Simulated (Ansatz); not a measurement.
Point defect: Au vacancy in Au

These are results of DFT PBE, scalar-relativistic, plane waves, PAW (Ansatz 0.2.0), not measurements. (420 eV cutoff, 5×5×5 k-mesh, Gaussian smearing of 0.10 eV, no spin polarisation)

Host crystal, relaxed:

```cif
data_structure
_symmetry_space_group_name_H-M 'P 1'
_symmetry_Int_Tables_number 1
_cell_length_a 2.9401
_cell_length_b 2.9401
_cell_length_c 2.9401
_cell_angle_alpha 60.000
_cell_angle_beta 60.000
_cell_angle_gamma 60.000
_cell_volume 17.97
loop_
_atom_site_label
_atom_site_type_symbol
_atom_site_fract_x
_atom_site_fract_y
_atom_site_fract_z
_atom_site_occupancy
Au1 Au 0.00000 0.00000 0.00000 1
```

Supercell of 16 atoms, rows in host cell vectors: 1 -3 1; 1 1 1; -3 1 1. Atoms relax at the host's cell, keeping the symmetry that the supercell leaves at the site. The cell is small, so energies carry finite-size errors of tenths of an eV. The host is a metal.

Spin-orbit coupling is left out, which matters for the bands and energies of heavy elements.

Defect: Au vacancy at (0.000, 0.000, 0.000) of the host cell, charge 0.

Give the relaxed supercell.

```
CELL_PARAMETERS angstrom
-4.15790 4.15790 -4.15790
4.15790 4.15790 4.15790
4.15790 -4.15790 -4.15790
ATOMIC_POSITIONS crystal
Au 0.00385 0.24615 0.75000
Au 0.49615 0.00000 0.50385
Au 0.75000 0.50000 0.75000
Au 0.25000 0.24615 0.50385
Au 0.49615 0.75385 0.75000
Au 0.00385 0.50770 0.50385
Au 0.75000 0.00000 0.25000
Au 0.49615 0.24615 0.24230
Au 0.75770 0.75385 0.50385
Au 0.00385 0.00000 0.99615
Au 0.25000 0.50000 0.25000
Au 0.00385 0.75385 0.25770
Au 0.74230 0.24615 0.99615
Au 0.49615 0.49230 0.99615
Au 0.25000 0.75385 0.99615
```
Around the defect: 12 Au at 2.90 Å. The run ended with a moment of 0.00 μB (no spin polarisation).

Cost: 2 runs of about 2.8 core-minutes in all, on Intel Xeon Processor @ 2.70GHz (shared hosts).